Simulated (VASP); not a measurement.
# YN (Fm-3m) in VASP: a series of runs

One crystal, YN, is run at these levels: PBEsol, RPBE; tasks: relaxation of cell and atoms.

Everything below comes from runs of VASP 6.6.1. Logs are shortened: lines on timing, memory, paths and dates and some standing lists are left out, and cuts for length are marked.

**1. Starting point**

It takes space group Fm-3m (No. 225, cubic). The conventional cell has a = 4.897 Å, b = 4.897 Å, c = 4.897 Å, α = 90.00°, β = 90.00°, γ = 90.00°. Y (site symmetry m-3m) is surrounded by 6 N at 2.45 Å. N (site symmetry m-3m) is surrounded by 6 Y at 2.45 Å.

The cell comes from a database or a generator and needn't be the stable form of this composition.

**2. Relaxation of cell and atoms, PBEsol**

File INCAR:

```
  PREC = Accurate
  ENCUT = 580
  EDIFF = 1E-7
  ISMEAR = 0
  SIGMA = 0.1
  LREAL = False
  LASPH = True
  NELM = 60
  ALGO = Normal
  ISIF = 3
  LWAVE = False
  LCHARG = False
  GGA = PS
  IBRION = 2
  NSW = 90
  EDIFFG = -0.005
```

File KPOINTS:

```
regular mesh
0
Gamma
  12 12 12
```

File POSCAR:

```
YN
1.0
    0.0000000000      2.4483614500      2.4483614500
    2.4483614500      0.0000000000      2.4483614500
    2.4483614500      2.4483614500      0.0000000000
Y N
1 1
Direct
    0.0000000000      0.0000000000      0.0000000000
    0.5000000000      0.5000000000      0.5000000000
```

Potentials or basis: VASP PAW PBE potentials, release 64 (Y_sv, N).

Run with:

```sh
> cat potpaw_PBE.64/Y_sv/POTCAR potpaw_PBE.64/N/POTCAR > POTCAR
> mpirun -np 1 vasp_std > vasp.out
```

OUTCAR:

```text
PREC = Accurate
   ENCUT = 580
   EDIFF = 1E-7
   ISMEAR = 0
   LREAL = False
   LASPH = True
   NELM = 60
   ISIF = 3
   GGA = PS
   IBRION = 2
   NSW = 90
   EDIFFG = -0.005

 ion  position               nearest neighbor table
   1  0.000  0.000  0.000-   2 2.45   2 2.45   2 2.45   2 2.45   2 2.45   2 2.45
   2  0.500  0.500  0.500-   1 2.45   1 2.45   1 2.45   1 2.45   1 2.45   1 2.45

  LATTYP: Found a face centered cubic cell.
 ALAT       =     4.8967229000

  Lattice vectors:

 A1 = (   0.0000000000,   2.4483614500,   2.4483614500)
 A2 = (   2.4483614500,   0.0000000000,   2.4483614500)
 A3 = (   2.4483614500,   2.4483614500,   0.0000000000)

Analysis of symmetry for initial positions (statically):
=====================================================================
 Subroutine PRICEL returns:
 Original cell was already a primitive cell.

 Routine SETGRP: Setting up the symmetry group for a
 face centered cubic supercell.

 Subroutine GETGRP returns: Found 48 space group operations
 (whereof 48 operations were pure point group operations)
 out of a pool of 48 trial point group operations.

The static configuration has the point symmetry O_h .

Analysis of symmetry for dynamics (positions and initial velocities):
=====================================================================
 Subroutine PRICEL returns:
 Original cell was already a primitive cell.

 Routine SETGRP: Setting up the symmetry group for a
 face centered cubic supercell.

 Subroutine GETGRP returns: Found 48 space group operations
 (whereof 48 operations were pure point group operations)
 out of a pool of 48 trial point group operations.

The dynamic configuration has the point symmetry O_h .

 Subroutine INISYM returns: Found 48 space group operations
 (whereof 48 operations are pure point group operations),
 and found     1 'primitive' translations

----------------------------------------------------------------------------------------

                                     Primitive cell

  volume of cell :      29.3533

  direct lattice vectors                    reciprocal lattice vectors
     0.000000000  2.448361450  2.448361450    -0.204218213  0.204218213  0.204218213
     2.448361450  0.000000000  2.448361450     0.204218213 -0.204218213  0.204218213
     2.448361450  2.448361450  0.000000000     0.204218213  0.204218213 -0.204218213

  length of vectors
     3.462505968  3.462505968  3.462505968     0.353716321  0.353716321  0.353716321

  position of ions in fractional coordinates (direct lattice)
     0.000000000  0.000000000  0.000000000
     0.500000000  0.500000000  0.500000000

  ion indices of the primitive-cell ions
   primitive index   ion index
                 1           1
                 2           2

----------------------------------------------------------------------------------------

 KPOINTS: regular mesh

Automatic generation of k-mesh.
 Grid dimensions read from file:
 generate k-points for:   12   12   12

 Generating k-lattice:

  Cartesian coordinates                     Fractional coordinates (reciprocal lattice)
    -0.017018184  0.017018184  0.017018184     0.083333333  0.000000000  0.000000000
     0.017018184 -0.017018184  0.017018184     0.000000000  0.083333333  0.000000000
     0.017018184  0.017018184 -0.017018184     0.000000000  0.000000000  0.083333333

  Length of vectors
     0.029476360  0.029476360  0.029476360

  Shift w.r.t. Gamma in fractional coordinates (k-lattice)
     0.000000000  0.000000000  0.000000000

 Subroutine IBZKPT returns following result:
 ===========================================

 Found     72 irreducible k-points:

 Following reciprocal coordinates:
            Coordinates               Weight
  0.000000  0.000000  0.000000      1.000000
  0.083333  0.000000  0.000000      8.000000
  0.166667  0.000000  0.000000      8.000000
  0.250000  0.000000  0.000000      8.000000
  0.333333  0.000000  0.000000      8.000000
  0.416667  0.000000  0.000000      8.000000
[... 16 lines left out ...]
  0.500000  0.166667  0.000000     24.000000
 -0.416667  0.166667  0.000000     24.000000
 [... further k-points ...]
   k-points           NKPTS =     72   k-points in BZ     NKDIM =     72   number of bands    NBANDS=     12
   number of dos      NEDOS =    301   number of ions     NIONS =      2
   total plane-waves  NPLWV =  21952
   dimension x,y,z NGX =    28 NGY =   28 NGZ =   28
   dimension x,y,z NGXF=    56 NGYF=   56 NGZF=   56
   ions per type =               1   1
   NGX,Y,Z   is equivalent  to a cutoff of  13.44, 13.44, 13.44 a.u.
   NGXF,Y,Z  is equivalent  to a cutoff of  26.89, 26.89, 26.89 a.u.
 SYSTEM =  unknown system
   PREC   = accura    normal or accurate (medium, high low for compatibility)
   ISTART =      0    job   : 0-new  1-cont  2-samecut
   ICHARG =      2    charge: 1-file 2-atom 10-const
   ISPIN  =      1    spin polarized calculation?
   LNONCOLLINEAR =      F non collinear calculations
   LSORBIT =      F    spin-orbit coupling
   LASPH  =      T    aspherical Exc in radial PAW
   ENCUT  =  580.0 eV  42.63 Ry    6.53 a.u.   6.80  6.80  6.80*2*pi/ulx,y,z
   NELM   =     60;   NELMIN=  2; NELMDL= -5     # of ELM steps
   EDIFF  = 0.1E-06   stopping-criterion for ELM
   LREAL  =      F    real-space projection
   EDIFFG = -.5E-02   stopping-criterion for IOM
   NSW    =     90    number of steps for IOM
   IBRION =      2    ionic relax: 0-MD 1-quasi-New 2-CG
   NFREE  =      1    steps in history (QN), initial steepest desc. (CG)
   ISIF   =      3    stress and relaxation
   ISYM   =      2    0-nonsym 1-usesym 2-fastsym
   POTIM  = 0.5000    time-step for ionic-motion
   TEBEG  =    0.0;   TEEND  =   0.0 temperature during run
   PSTRESS=    0.0 pullay stress
   NELECT =      16.0000    total number of electrons
   NUPDOWN=      -1.0000    fix difference up-down
   EMIN   =  10.00;   EMAX   =-10.00  energy-range for DOS
   EFERMI =   0.00;   METHOD = LEGACY
   ISMEAR =     0;   SIGMA  =   0.10  broadening in eV -4-tet -1-fermi 0-gaus
   EFERMI_NEDOS =   21; number of points for ismear=-14 and -15
   IALGO  =     38    algorithm
   IMIX   =      4    mixing-type and parameters
     AMIX     =   0.40;   BMIX     =  1.00
     AMIX_MAG =   1.60;   BMIX_MAG =  1.00
  volume/ion in A,a.u.               =      14.68        99.04
  Fermi-wavevector in a.u.,A,eV,Ry     =   1.337301  2.527133 24.332319  1.788375
  Thomas-Fermi vector in A             =   2.465861
   LORBIT       =      0    0 simple, 1 ext, 2 COOP (PROOUT), +10 PAW based schemes
   GGA     = PS    functional components
   LHFCALC =     F    Hartree Fock is set to
   AEXX    =    0.0000 exact exchange contribution
   IVDW    =     0    specifies the selected vdW correction
   LEPSILON=     F    determine dielectric tensor
   LRPA    =     F    only Hartree local field effects (RPA)
 conjugate gradient relaxation of ions
 non-spin polarized calculation
 Gauss-broadening in eV      SIGMA  =   0.10
  energy-cutoff  :      580.00
  volume of cell :       29.35
 maximum number of plane-waves:       950
   NGX = 13   NGY = 13   NGZ = 13

--------------------------------------- Ionic step        1  -------------------------------------------

 number of electron      16.0000002 magnetization

 Free energy of the ion-electron system (eV)
  ---------------------------------------------------
  ext. energy  EPLUGINS =         0.00000000
  ---------------------------------------------------
  free energy    TOTEN  =       -19.12270831 eV

  energy without entropy =      -19.12256062  energy(sigma->0) =      -19.12263446

------------------------ aborting loop because EDIFF is reached ----------------------------------------

  FORCE on cell =-STRESS in cart. coord.  units (eV):
  Direction    XX          YY          ZZ          XY          YZ          ZX
  --------------------------------------------------------------------------------------
  -------------------------------------------------------------------------------------
  Total       -0.7770879     -0.7770879     -0.7770879      0.0000000      0.0000000     -0.0000000
  in kB      -42.4154557    -42.4154557    -42.4154557      0.0000000      0.0000000     -0.0000000
  external PRESSURE =     -42.4154557 kB  Pullay stress =       0.0000000 kB
[... 57 lines left out ...]
  energy  without entropy=      -19.1182492926  energy(sigma->0) =      -19.11837436

--------------------------------------- Ionic step        3  -------------------------------------------

 number of electron      16.0000001 magnetization

 Free energy of the ion-electron system (eV)
  ---------------------------------------------------
  ext. energy  EPLUGINS =         0.00000000
  ---------------------------------------------------
  free energy    TOTEN  =       -19.13301035 eV

  energy without entropy =      -19.13281510  energy(sigma->0) =      -19.13291272

 E-fermi :   4.1687     XC(G=0): -11.5501

 val. band max:        4.1326654651   @ k =   0.0000   0.0000   0.0000
 cond. band min:       4.2039825909   @ k =   0.5000   0.5000   0.0000
 fundamental gap:      0.0713171258
 Fermi energy:         4.1687483693

 k-point     1 :       0.0000    0.0000    0.0000
  band No.  band energies     occupation
      1     -36.4657      2.00000
      2     -16.1149      2.00000
      3     -16.1149      2.00000
      4     -16.1149      2.00000
      5      -8.7886      2.00000
      6       4.1327      1.39016
      7       4.1327      1.39016
      8       4.1327      1.39015
      9       7.2601      0.00000
     10       7.2601      0.00000
     11       7.2601      0.00000
     12       8.4035      0.00000
[... 331 lines left out ...]
 k-point    24 :      -0.4167    0.1667    0.0000
  band No.  band energies     occupation
      1     -36.3183      2.00000
      2     -17.2190      2.00000
      3     -16.4122      2.00000
      4     -16.2463      2.00000
      5      -7.1902      2.00000
      6       0.5005      2.00000
      7       2.0195      2.00000
      8       2.1559      2.00000
      9       9.0710      0.00000
     10       9.5578      0.00000
     11      10.4763      0.00000
     12      12.3880      0.00000

 [... further k-points ...]

------------------------ aborting loop because EDIFF is reached ----------------------------------------

  FORCE on cell =-STRESS in cart. coord.  units (eV):
  Direction    XX          YY          ZZ          XY          YZ          ZX
  --------------------------------------------------------------------------------------
  -------------------------------------------------------------------------------------
  Total       -0.0046120     -0.0046120     -0.0046120      0.0000000      0.0000000     -0.0000000
  in kB       -0.2583895     -0.2583895     -0.2583895      0.0000000      0.0000000     -0.0000000
  external PRESSURE =      -0.2583895 kB  Pullay stress =       0.0000000 kB
[... 17 lines left out ...]
  FREE ENERGIE OF THE ION-ELECTRON SYSTEM (eV)
  ---------------------------------------------------
  free  energy   TOTEN  =       -19.1330103466 eV

  energy  without entropy=      -19.1328150973  energy(sigma->0) =      -19.13291272

 reached required accuracy - stopping structural energy minimisation
```

Wall time 51 s (1 thread of AMD EPYC 9R45 (Zen 5), shared host); peak memory 0.17 GiB.

What came out:

```
Free energy                            : -19.1330 eV
Relaxed volume                         : 14.30 Å³/atom
Relaxed cell                           : a = 3.433 Å, b = 3.433 Å, c = 3.433 Å, α = 60.00°, β = 60.00°, γ = 60.00°
Space group after relaxing (to 0.05 Å) : Fm-3m (No. 225)
Energy gained by relaxing              : 5.2 meV/atom
Ionic steps                            : 3
Pressure after relaxing                : 0.0 GPa
Band gap on the k mesh                 : 0.07 eV, indirect (least direct gap 0.44 eV)
```

Step by step:
| step | energy change (eV) | largest force (eV/Å) | pressure (GPa) | volume (Å³) |
| --- | --- | --- | --- | --- |
| 1 | 0.0000 | 0.0000 | -4.24 | 29.35 |
| 2 | 0.0042 | 0.0000 | 5.56 | 27.73 |
| 3 | -0.0103 | 0.0000 | -0.03 | 28.60 |

Final structure:
```yaml
crystal:
  lattice:
    - [0.00000, 2.42716, 2.42716]
    - [2.42716, 0.00000, 2.42716]
    - [2.42716, 2.42716, 0.00000]
  atoms:
    - { symbol: Y, position: [0.00000, 0.00000, 0.00000] }
    - { symbol: N, position: [0.50000, 0.50000, 0.50000] }
```

Levels at points of the mesh, in eV from the valence-band top:
| k point | band 5 | band 6 | band 7 | band 8 | band 9 | band 10 | band 11 | band 12 |
| --- | --- | --- | --- | --- | --- | --- | --- | --- |
| (0.00, 0.00, 0.00) | -12.92 | 0.00 | 0.00 | 0.00 | 3.13 | 3.13 | 3.13 | 4.27 |
| (0.50, 0.00, 0.00) | -11.01 | -4.20 | -2.32 | -2.32 | 5.80 | 6.50 | 6.50 | 6.77 |
| (0.50, 0.50, 0.00) | -12.48 | -1.47 | -0.37 | -0.37 | 0.07 | 7.00 | 7.45 | 8.12 |

Caveat: the PAW data sets were made with another functional, which shifts forces and pressure a little. A k mesh can miss the band edges.

**3. Relaxation of cell and atoms, PBEsol**

Edit INCAR of step 2 so:

```diff
@@ -1,3 +1,3 @@
   PREC = Accurate
-  ENCUT = 580
+  ENCUT = 480
   EDIFF = 1E-7
```

KPOINTS is that of step 2.

POSCAR is that of step 2.

Potentials or basis: VASP PAW PBE potentials, release 64 (Y_sv, N_s).

Run with:

```sh
> cat potpaw_PBE.64/Y_sv/POTCAR potpaw_PBE.64/N_s/POTCAR > POTCAR
> mpirun -np 1 vasp_std > vasp.out
```

It took 47 s on 1 thread of AMD EPYC 9R45 (Zen 5), shared host; peak memory 0.17 GiB.

Results (log left out):

```yaml
Free_energy: -19.1406 eV
Relaxed_volume: 14.30 Å³/atom
Relaxed_cell: a = 3.433 Å, b = 3.433 Å, c = 3.433 Å, α = 60.00°, β = 60.00°, γ = 60.00°
Space_group_after_relaxing_to_0.05_Å: Fm-3m (No. 225)
Energy_gained_by_relaxing: 5.1 meV/atom
Ionic_steps: 3
Pressure_after_relaxing: 0.0 GPa
Band_gap_on_the_k_mesh: 0.08 eV, indirect (least direct gap 0.45 eV)
```

The path:
```tsv
step	energy change (eV)	largest force (eV/Å)	pressure (GPa)	volume (Å³)
1	0.0000	0.0000	-4.23	29.35
2	0.0044	0.0000	5.59	27.74
3	-0.0102	0.0000	-0.04	28.60
```

Final structure:
```
Y N
1.0
     0.00000    2.42732    2.42732
     2.42732    0.00000    2.42732
     2.42732    2.42732    0.00000
Y N
1 1
Cartesian
  0.0000 0.0000 0.0000
  2.4273 2.4273 2.4273
```

Levels at points of the mesh, in eV from the valence-band top:
```
           k point  band 4  band 5  band 6  band 7  band 8  band 9  band 10  band 11  band 12
(0.00, 0.00, 0.00)  -20.25  -12.92    0.00    0.00    0.00    3.13     3.13     3.13     4.27
(0.50, 0.00, 0.00)  -20.34  -11.01   -4.20   -2.32   -2.32    5.80     6.50     6.50     6.77
(0.50, 0.50, 0.00)  -20.60  -12.48   -1.47   -0.37   -0.37    0.08     7.01     7.46     8.12
```

Caveat: the PAW data sets were made with another functional, which shifts forces and pressure a little. A k mesh can miss the band edges.

**4. Relaxation of cell and atoms, RPBE**

Edit INCAR of step 3 so:

```diff
@@ -1,3 +1,3 @@
   PREC = Accurate
-  ENCUT = 480
+  ENCUT = 600
   EDIFF = 1E-7
@@ -12,3 +12,3 @@
   LCHARG = False
-  GGA = PS
+  GGA = RP
   IBRION = 2
```

KPOINTS is that of step 3.

POSCAR is that of step 3.

Potentials or basis: VASP PAW PBE potentials, release 64 (Y_sv, N).

Run with:

```sh
> cat potpaw_PBE.64/Y_sv/POTCAR potpaw_PBE.64/N/POTCAR > POTCAR
> mpirun -np 1 vasp_std > vasp.out
```

Wall time 51 s (1 thread of AMD EPYC 9R45 (Zen 5), shared host); peak memory 0.18 GiB.

It converged, with:

```yaml
Free_energy: -17.3951 eV
Relaxed_volume: 15.05 Å³/atom
Relaxed_cell: a = 3.491 Å, b = 3.491 Å, c = 3.491 Å, α = 60.00°, β = 60.00°, γ = 60.00°
Space_group_after_relaxing_to_0.05_Å: Fm-3m (No. 225)
Energy_gained_by_relaxing: 4.4 meV/atom
Ionic_steps: 3
Pressure_after_relaxing: 0.0 GPa
Band_gap_on_the_k_mesh: 0.29 eV, indirect (least direct gap 0.70 eV)
```

Step by step:
```tsv
step	energy change (eV)	largest force (eV/Å)	pressure (GPa)	volume (Å³)
1	0.0000	0.0000	3.92	29.35
2	0.0010	0.0000	-3.76	30.90
3	-0.0088	0.0000	-0.01	30.09
```

Final structure:
```xyz
2
Lattice="0.0000 2.4688 2.4688 2.4688 0.0000 2.4688 2.4688 2.4688 0.0000" Properties=species:S:1:pos:R:3 pbc="T T T"
Y     0.0000    0.0000    0.0000
N     2.4688    2.4688    2.4688
```

Levels at points of the mesh, in eV from the valence-band top:
| k point | band 5 | band 6 | band 7 | band 8 | band 9 | band 10 | band 11 | band 12 |
| --- | --- | --- | --- | --- | --- | --- | --- | --- |
| (0.00, 0.00, 0.00) | -12.90 | 0.00 | 0.00 | 0.00 | 3.13 | 3.13 | 3.13 | 3.94 |
| (0.50, 0.00, 0.00) | -11.29 | -3.97 | -2.16 | -2.16 | 5.58 | 6.22 | 6.22 | 6.59 |
| (0.50, 0.50, 0.00) | -12.47 | -1.55 | -0.41 | -0.41 | 0.29 | 6.65 | 6.92 | 7.67 |

Caveat: the PAW data sets were made with another functional, which shifts forces and pressure a little.

**5. Overview**

| level | potentials or basis | cutoff (eV) | gap on the mesh (eV) | pressure (GPa) | relaxed volume (Å³/atom) |
| --- | --- | --- | --- | --- | --- |
| PBEsol | VASP PAW PBE potentials, release 64 (Y_sv, N) | 580 | 0.07 | 0.0 | 14.30 |
| PBEsol | VASP PAW PBE potentials, release 64 (Y_sv, N_s) | 480 | 0.08 | 0.0 | 14.30 |
| RPBE | VASP PAW PBE potentials, release 64 (Y_sv, N) | 600 | 0.29 | 0.0 | 15.05 |

Alike in all rows: task relaxation of cell and atoms; no spin polarisation; cell relaxed; k mesh 12 × 12 × 12; smearing gaussian 0.1 eV.

Caveats: the PAW data sets were made with another functional, which shifts forces and pressure a little.

Absolute energies hang on the potentials; compare differences alone.
